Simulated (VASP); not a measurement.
# Ti (Im-3m) in VASP: a series of runs

The runs below take Ti through single point, relaxation of cell and atoms, with PBEsol.

All numbers are computed with VASP 6.6.1; they aren't measurements. Logs are shortened: lines on timing, memory, paths and dates and some standing lists are left out, and cuts for length are marked.

## 1. The structure

It takes space group Im-3m (No. 229, cubic). Conventional cell: a = 3.207 Å, b = 3.207 Å, c = 3.207 Å, α = 90.00°, β = 90.00°, γ = 90.00°. Ti (site symmetry m-3m) is surrounded by 8 Ti at 2.78 Å.

The cell was built by a generator and needn't be a form met in nature.

## 2. Single point, PBEsol

INCAR

```
ALGO = Normal ; EDIFF = 1E-6
ENCUT = 520 ; GGA = PS
ISIF = 2 ; ISMEAR = 0
LASPH = T ; LCHARG = F
LREAL = F ; LWAVE = F
NBANDS = 12 ; NELM = 100
PREC = Accurate ; SIGMA = 0.1
```

KPOINTS

```
k-points
0
Gamma
  8 8 8
```

POSCAR

```
Ti
1.0
   -1.6036513819      1.6036513819      1.6036513819
    1.6036513819     -1.6036513819      1.6036513819
    1.6036513819      1.6036513819     -1.6036513819
Ti
1
Direct
    0.0000000000      0.0000000000      0.0000000000
```

Potentials or basis: VASP PAW PBE potentials, release 64 (Ti_sv).

Command:

```bash
$ cat potpaw_PBE.64/Ti_sv/POTCAR > POTCAR
$ mpirun -np 1 vasp_std > vasp.out
```

OUTCAR:

```text
EDIFF = 1E-6
   ENCUT = 520
   GGA = PS
   ISIF = 2
   ISMEAR = 0
   LASPH = T
   LREAL = F
   NELM = 100
   PREC = Accurate

 ion  position               nearest neighbor table
   1  0.000  0.000  0.000-

  LATTYP: Found a body centered cubic cell.
 ALAT       =     3.2073027638

  Lattice vectors:

 A1 = (  -1.6036513819,   1.6036513819,   1.6036513819)
 A2 = (   1.6036513819,  -1.6036513819,   1.6036513819)
 A3 = (   1.6036513819,   1.6036513819,  -1.6036513819)

Analysis of symmetry for initial positions (statically):
=====================================================================
 Subroutine PRICEL returns:
 Original cell was already a primitive cell.

 Routine SETGRP: Setting up the symmetry group for a
 body centered cubic supercell.

 Subroutine GETGRP returns: Found 48 space group operations
 (whereof 48 operations were pure point group operations)
 out of a pool of 48 trial point group operations.

The static configuration has the point symmetry O_h .

Analysis of symmetry for dynamics (positions and initial velocities):
=====================================================================
 Subroutine PRICEL returns:
 Original cell was already a primitive cell.

 Routine SETGRP: Setting up the symmetry group for a
 body centered cubic supercell.

 Subroutine GETGRP returns: Found 48 space group operations
 (whereof 48 operations were pure point group operations)
 out of a pool of 48 trial point group operations.

The dynamic configuration has the point symmetry O_h .

 Subroutine INISYM returns: Found 48 space group operations
 (whereof 48 operations are pure point group operations),
 and found     1 'primitive' translations

----------------------------------------------------------------------------------------

                                     Primitive cell

  volume of cell :      16.4964

  direct lattice vectors                    reciprocal lattice vectors
    -1.603651382  1.603651382  1.603651382     0.000000000  0.311788463  0.311788463
     1.603651382 -1.603651382  1.603651382     0.311788463  0.000000000  0.311788463
     1.603651382  1.603651382 -1.603651382     0.311788463  0.311788463  0.000000000

  length of vectors
     2.777605671  2.777605671  2.777605671     0.440935473  0.440935473  0.440935473

  position of ions in fractional coordinates (direct lattice)
     0.000000000  0.000000000  0.000000000

  ion indices of the primitive-cell ions
   primitive index   ion index
                 1           1

----------------------------------------------------------------------------------------

 KPOINTS: k-points

Automatic generation of k-mesh.
 Grid dimensions read from file:
 generate k-points for:    8    8    8

 Generating k-lattice:

  Cartesian coordinates                     Fractional coordinates (reciprocal lattice)
     0.000000000  0.038973558  0.038973558     0.125000000  0.000000000  0.000000000
     0.038973558  0.000000000  0.038973558     0.000000000  0.125000000  0.000000000
     0.038973558  0.038973558  0.000000000     0.000000000  0.000000000  0.125000000

  Length of vectors
     0.055116934  0.055116934  0.055116934

  Shift w.r.t. Gamma in fractional coordinates (k-lattice)
     0.000000000  0.000000000  0.000000000

 Subroutine IBZKPT returns following result:
 ===========================================

 Found     29 irreducible k-points:

 Following reciprocal coordinates:
            Coordinates               Weight
  0.000000  0.000000  0.000000      1.000000
  0.125000  0.000000  0.000000     12.000000
  0.250000  0.000000  0.000000     12.000000
  0.375000  0.000000  0.000000     12.000000
  0.500000  0.000000  0.000000      6.000000
  0.125000  0.125000  0.000000     24.000000
[... 16 lines left out ...]
 -0.250000  0.250000  0.250000      6.000000
 -0.375000  0.375000  0.250000     24.000000
 [... further k-points ...]
   k-points           NKPTS =     29   k-points in BZ     NKDIM =     29   number of bands    NBANDS=     12
   number of dos      NEDOS =    301   number of ions     NIONS =      1
   total plane-waves  NPLWV =  13824
   dimension x,y,z NGX =    24 NGY =   24 NGZ =   24
   dimension x,y,z NGXF=    48 NGYF=   48 NGZF=   48
   ions per type =               1
   NGX,Y,Z   is equivalent  to a cutoff of  14.36, 14.36, 14.36 a.u.
   NGXF,Y,Z  is equivalent  to a cutoff of  28.73, 28.73, 28.73 a.u.
 SYSTEM =  unknown system
   PREC   = accura    normal or accurate (medium, high low for compatibility)
   ISTART =      0    job   : 0-new  1-cont  2-samecut
   ICHARG =      2    charge: 1-file 2-atom 10-const
   ISPIN  =      1    spin polarized calculation?
   LNONCOLLINEAR =      F non collinear calculations
   LSORBIT =      F    spin-orbit coupling
   LASPH  =      T    aspherical Exc in radial PAW
   ENCUT  =  520.0 eV  38.22 Ry    6.18 a.u.   5.16  5.16  5.16*2*pi/ulx,y,z
   NELM   =    100;   NELMIN=  2; NELMDL= -5     # of ELM steps
   EDIFF  = 0.1E-05   stopping-criterion for ELM
   LREAL  =      F    real-space projection
   EDIFFG = 0.1E-04   stopping-criterion for IOM
   NSW    =      0    number of steps for IOM
   IBRION =     -1    ionic relax: 0-MD 1-quasi-New 2-CG
   NFREE  =      0    steps in history (QN), initial steepest desc. (CG)
   ISIF   =      2    stress and relaxation
   ISYM   =      2    0-nonsym 1-usesym 2-fastsym
   POTIM  = 0.5000    time-step for ionic-motion
   TEBEG  =    0.0;   TEEND  =   0.0 temperature during run
   PSTRESS=    0.0 pullay stress
   NELECT =      12.0000    total number of electrons
   NUPDOWN=      -1.0000    fix difference up-down
   EMIN   =  10.00;   EMAX   =-10.00  energy-range for DOS
   EFERMI =   0.00;   METHOD = LEGACY
   ISMEAR =     0;   SIGMA  =   0.10  broadening in eV -4-tet -1-fermi 0-gaus
   EFERMI_NEDOS =   21; number of points for ismear=-14 and -15
   IALGO  =     38    algorithm
   IMIX   =      4    mixing-type and parameters
     AMIX     =   0.40;   BMIX     =  1.00
     AMIX_MAG =   1.60;   BMIX_MAG =  1.00
  volume/ion in A,a.u.               =      16.50       111.32
  Fermi-wavevector in a.u.,A,eV,Ry     =   1.472330  2.782301 29.494123  2.167757
  Thomas-Fermi vector in A             =   2.587358
   LORBIT       =      0    0 simple, 1 ext, 2 COOP (PROOUT), +10 PAW based schemes
   GGA     = PS    functional components
   LHFCALC =     F    Hartree Fock is set to
   AEXX    =    0.0000 exact exchange contribution
   IVDW    =     0    specifies the selected vdW correction
   LEPSILON=     F    determine dielectric tensor
   LRPA    =     F    only Hartree local field effects (RPA)
 non-spin polarized calculation
 Gauss-broadening in eV      SIGMA  =   0.10
  energy-cutoff  :      520.00
  volume of cell :       16.50
 maximum number of plane-waves:       466
 NGX is ok and might be reduce to    24

 number of electron      12.0000001 magnetization

 Free energy of the ion-electron system (eV)
  ---------------------------------------------------
  ext. energy  EPLUGINS =         0.00000000
  ---------------------------------------------------
  free energy    TOTEN  =        -8.24374350 eV

  energy without entropy =       -8.23310249  energy(sigma->0) =       -8.23842299

 E-fermi :   8.4859     XC(G=0): -11.8800

 val. band max:        8.4667820261   @ k =   0.2500   0.2500   0.0000
 cond. band min:       8.4904460823   @ k =  -0.2500   0.2500   0.2500
 fundamental gap:      0.0236640563
 Fermi energy:         8.4859339365

 k-point     1 :       0.0000    0.0000    0.0000
  band No.  band energies     occupation
      1     -47.7020      2.00000
      2     -23.5861      2.00000
      3     -23.5861      2.00000
      4     -23.5861      2.00000
      5       2.4385      2.00000
      6       9.5259      0.00000
      7       9.5259      0.00000
      8       9.5259      0.00000
      9      11.4140      0.00000
     10      11.4140      0.00000
     11      26.2877      0.00000
     12      26.2877      0.00000

 k-point     2 :       0.1250    0.0000    0.0000
  band No.  band energies     occupation
      1     -47.6781      2.00000
      2     -23.7089      2.00000
      3     -23.6235      2.00000
      4     -23.5870      2.00000
      5       2.9882      2.00000
      6       9.2760      0.00000
      7       9.4234      0.00000
      8       9.9371      0.00000
      9      11.1702      0.00000
     10      11.4325      0.00000
     11      25.5268      0.00000
     12      26.1389      0.00000

 k-point     3 :       0.2500    0.0000    0.0000
  band No.  band energies     occupation
      1     -47.6201      2.00000
      2     -23.9980      2.00000
      3     -23.7127      2.00000
      4     -23.5892      2.00000
      5       4.3918      2.00000
      6       8.7240      0.00076
      7       8.9665      0.00000
      8      11.0439      0.00000
      9      11.1041      0.00000
     10      11.5240      0.00000
     11      22.8958      0.00000
     12      24.7079      0.00000
[... 286 lines left out ...]
 k-point    23 :      -0.2500    0.2500    0.2500
  band No.  band energies     occupation
      1     -47.5506      2.00000
      2     -24.0147      2.00000
      3     -23.8517      2.00000
      4     -23.8517      2.00000
      5       5.8586      2.00000
      6       8.4904      0.94912
      7       9.8572      0.00000
      8       9.8572      0.00000
      9      10.9940      0.00000
     10      12.3417      0.00000
     11      24.1029      0.00000
     12      24.1722      0.00000

 k-point    24 :      -0.3750    0.3750    0.2500
  band No.  band energies     occupation
      1     -47.5009      2.00000
      2     -24.1794      2.00000
      3     -23.9480      2.00000
      4     -23.8764      2.00000
      5       6.6975      2.00000
      6       7.5929      2.00000
      7       9.8715      0.00000
      8      10.4017      0.00000
      9      12.1283      0.00000
     10      13.2883      0.00000
     11      20.2774      0.00000
     12      22.1450      0.00000

 [... further k-points ...]
[... 5 lines left out ...]
  --------------------------------------------------------------------------------------
  -------------------------------------------------------------------------------------
  Total        0.0045038      0.0045038      0.0045038      0.0000000      0.0000000      0.0000000
  in kB        0.4374188      0.4374188      0.4374188      0.0000000      0.0000000      0.0000000
  external PRESSURE =       0.4374188 kB  Pullay stress =       0.0000000 kB

 VOLUME and BASIS-vectors are now :
 -----------------------------------------------------------------------------
  energy-cutoff  :      520.00
  volume of cell :       16.50
      direct lattice vectors                 reciprocal lattice vectors
    -1.603651382  1.603651382  1.603651382     0.000000000  0.311788463  0.311788463
     1.603651382 -1.603651382  1.603651382     0.311788463  0.000000000  0.311788463
     1.603651382  1.603651382 -1.603651382     0.311788463  0.311788463  0.000000000

 POSITION                                       TOTAL-FORCE (eV/Angst)
 -----------------------------------------------------------------------------------
      0.00000      0.00000      0.00000         0.000000      0.000000     -0.000000
 -----------------------------------------------------------------------------------
    total drift:                               -0.000000      0.000000      0.000000

  FREE ENERGIE OF THE ION-ELECTRON SYSTEM (eV)
  ---------------------------------------------------
  free  energy   TOTEN  =        -8.2437434952 eV

  energy  without entropy=       -8.2331024891  energy(sigma->0) =       -8.23842299
```

Run time: 6.3 s. Hardware: 1 thread of AMD EPYC 9R14 (Zen 4), shared host; peak memory 0.11 GiB.

Results:

| Quantity | Value |
| --- | --- |
| Free energy | -8.2437 eV |
| Pressure | 0.0 GPa |
| Band gap on the k mesh | none (metal or under the smearing width) |

Caveat: the PAW data sets were made with another functional, which shifts forces and pressure a little.

## 3. Relaxation of cell and atoms, PBEsol

This run uses another cell than the first one, of 16.61 Å³/atom, 1.007 times its volume.

INCAR

```
PREC = Accurate ; ENCUT = 600
EDIFF = 1E-6 ; ISMEAR = 0
SIGMA = 0.1 ; LREAL = False
LASPH = True ; NELM = 100
ALGO = Normal ; ISIF = 3
LWAVE = False ; LCHARG = False
GGA = PS ; IBRION = 2
NSW = 90 ; EDIFFG = -0.04
```

KPOINTS

```
regular mesh
0
Gamma
  8 8 8
```

POSCAR

```
Ti
1.0
   -1.6071749186      1.6071749186      1.6071749186
    1.6071749186     -1.6071749186      1.6071749186
    1.6071749186      1.6071749186     -1.6071749186
Ti
1
Direct
    0.0000000000      0.0000000000      0.0000000000
```

Potentials or basis: VASP PAW PBE potentials, release 64 (Ti_sv).

Command:

```bash
$ cat potpaw_PBE.64/Ti_sv/POTCAR > POTCAR
$ mpirun -np 1 vasp_std > vasp.out
```

OUTCAR:

```text
PREC = Accurate
   ENCUT = 600
   EDIFF = 1E-6
   ISMEAR = 0
   LREAL = False
   LASPH = True
   NELM = 100
   ISIF = 3
   GGA = PS
   IBRION = 2
   NSW = 90
   EDIFFG = -0.04

 ion  position               nearest neighbor table
   1  0.000  0.000  0.000-

  LATTYP: Found a body centered cubic cell.
 ALAT       =     3.2143498372

  Lattice vectors:

 A1 = (  -1.6071749186,   1.6071749186,   1.6071749186)
 A2 = (   1.6071749186,  -1.6071749186,   1.6071749186)
 A3 = (   1.6071749186,   1.6071749186,  -1.6071749186)

Analysis of symmetry for initial positions (statically):
=====================================================================
 Subroutine PRICEL returns:
 Original cell was already a primitive cell.

 Routine SETGRP: Setting up the symmetry group for a
 body centered cubic supercell.
[... 250 lines left out ...]

 val. band max:        8.4642633504   @ k =   0.2500   0.2500   0.0000
 cond. band min:       8.4881549882   @ k =  -0.2500   0.2500   0.2500
 fundamental gap:      0.0238916379
 Fermi energy:         8.4834688942

 k-point     1 :       0.0000    0.0000    0.0000
  band No.  band energies     occupation
      1     -47.7048      2.00000
      2     -23.5897      2.00000
      3     -23.5897      2.00000
      4     -23.5897      2.00000
      5       2.4374      2.00000
      6       9.5231      0.00000
      7       9.5231      0.00000
      8       9.5231      0.00000
      9      11.4106      0.00000
     10      11.4106      0.00000
[... 287 lines left out ...]
 k-point    24 :      -0.3750    0.3750    0.2500
  band No.  band energies     occupation
      1     -47.5039      2.00000
      2     -24.1826      2.00000
      3     -23.9513      2.00000
      4     -23.8798      2.00000
      5       6.6954      2.00000
      6       7.5908      2.00000
      7       9.8686      0.00000
      8      10.3987      0.00000
      9      12.1246      0.00000
     10      13.2847      0.00000

 [... further k-points ...]
[... 5 lines left out ...]
  --------------------------------------------------------------------------------------
  -------------------------------------------------------------------------------------
  Total        0.0037592      0.0037592      0.0037592      0.0000000      0.0000000      0.0000000
  in kB        0.3650227      0.3650227      0.3650227      0.0000000      0.0000000      0.0000000
  external PRESSURE =       0.3650227 kB  Pullay stress =       0.0000000 kB
[... 16 lines left out ...]
  FREE ENERGIE OF THE ION-ELECTRON SYSTEM (eV)
  ---------------------------------------------------
  free  energy   TOTEN  =        -8.2436853567 eV

  energy  without entropy=       -8.2330412926  energy(sigma->0) =       -8.23836332

 reached required accuracy - stopping structural energy minimisation
```

OSZICAR:

```text
N       E                     dE             d eps       ncg     rms          rms(c)
DAV:   1     0.817928205727E+02    0.81793E+02   -0.74699E+03   580   0.162E+03
DAV:   2    -0.484876582636E+01   -0.86642E+02   -0.85187E+02   596   0.331E+02
DAV:   3    -0.918042866387E+01   -0.43317E+01   -0.42780E+01   796   0.773E+01
[... 24 lines left out ...]
DAV:   3    -0.824352193693E+01    0.82101E-04   -0.12170E-03   774   0.284E-01    0.371E-02
DAV:   4    -0.824360744440E+01   -0.85507E-04   -0.19202E-04   778   0.859E-02    0.254E-02
DAV:   5    -0.824368161607E+01   -0.74172E-04   -0.16899E-04   810   0.690E-02    0.146E-02
DAV:   6    -0.824368439912E+01   -0.27830E-05   -0.48242E-06   560   0.237E-02    0.559E-03
DAV:   7    -0.824368535668E+01   -0.95757E-06   -0.24057E-06   602   0.148E-02
   3 F= -.82436854E+01 E0= -.82383633E+01  d E =-.242279E-03
```

Run time: 14 s. Hardware: 1 thread of AMD EPYC 9R14 (Zen 4), shared host; peak memory 0.11 GiB.

What came out:

| Item | Value |
| --- | --- |
| Free energy | -8.2437 eV |
| Relaxed volume | 16.50 Å³/atom |
| Relaxed cell | a = 2.778 Å, b = 2.778 Å, c = 2.778 Å, α = 109.47°, β = 109.47°, γ = 109.47° |
| Space group after relaxing (to 0.05 Å) | Im-3m (No. 229) |
| Energy gained by relaxing | 0.2 meV/atom |
| Ionic steps | 3 |
| Pressure after relaxing | 0.0 GPa |
| Band gap on the k mesh | none (metal or under the smearing width) |

Step by step:
```csv
step,energy change (eV),largest force (eV/Å),pressure (GPa),volume (Å³)
1,0.0000,0.0000,-0.72,16.61
2,-0.0001,0.0000,0.52,16.43
3,-0.0002,0.0000,0.04,16.50
```

Final structure:
```
Ti
1.0
    -1.60377    1.60377    1.60377
     1.60377   -1.60377    1.60377
     1.60377    1.60377   -1.60377
Ti
1
Direct
  0.00000 0.00000 0.00000
```

Caveat: the PAW data sets were made with another functional, which shifts forces and pressure a little.

## 4. Single point, PBEsol

This run uses another cell than the first one: it holds 3 atoms, not 1.

INCAR

```
SYSTEM = Ti
PREC     = Accurate       ! precision mode
ENCUT    = 520            ! plane-wave cutoff, eV
EDIFF    = 1E-7           ! SCF threshold, eV
ISMEAR   = 0              ! smearing method
SIGMA    = 0.1            ! smearing width, eV
LREAL    = .False.        ! projectors in reciprocal space
LASPH    = .True.         ! aspherical terms in the spheres
NELM     = 100            ! most SCF steps
ALGO     = Normal         ! electronic algorithm
ISIF     = 2              ! what is computed and relaxed
LWAVE    = .False.        ! write WAVECAR
LCHARG   = .False.        ! write CHGCAR
GGA      = PS             ! functional
NBANDS   = 25             ! bands
```

KPOINTS

```
Automatic mesh
0
Gamma
  6 6 4
  0 0 0
```

POSCAR

```
Ti
1.0
    4.5797625371      0.0000000000      0.0000000000
   -2.2898812686      3.9661907004      0.0000000000
    0.0000000000      0.0000000000      2.7416112594
Ti
3
Direct
    0.3332389524      0.0000000000      0.3333333333
    0.0000000000      0.3332389524      0.6666666667
    0.6667610476      0.6667610476      0.0000000000
```

Command:

```bash
$ cat potpaw_PBE.64/Ti_sv/POTCAR > POTCAR
$ mpirun -np 1 vasp_std > vasp.out
```

Wall time 27 s (1 thread of AMD EPYC 9R14 (Zen 4), shared host); peak memory 0.14 GiB.

The run converged. Its results:

* Free energy: -24.8019 eV
* Pressure: -0.3 GPa
* Band gap on the k mesh: none (metal or under the smearing width)

Stress tensor (GPa, compression positive):
```
-0.36  0.00  0.00
 0.00 -0.36  0.00
 0.00  0.00 -0.28
```

Levels at points of the mesh, in eV from the Fermi level:
```csv
k point,band 15,band 16,band 17,band 18,band 19,band 20,band 21,band 22
"(0.00, 0.00, 0.00)",-1.03,-0.55,-0.55,-0.55,-0.55,0.88,1.09,1.09
"(0.50, 0.00, 0.00)",-2.56,-0.47,0.01,0.02,0.14,0.14,1.20,2.53
"(0.00, 0.00, 0.50)",-1.59,-1.59,-0.56,-0.56,-0.56,-0.56,3.07,3.07
"(0.50, 0.00, 0.50)",-1.31,-1.07,-1.07,-0.42,0.53,0.53,1.44,2.54
```

Caveat: the k mesh is coarse (spacing up to 0.57 Å⁻¹), so the values aren't converged; the PAW data sets were made with another functional, which shifts forces and pressure a little.

(Part 1 of 2 ends here.)
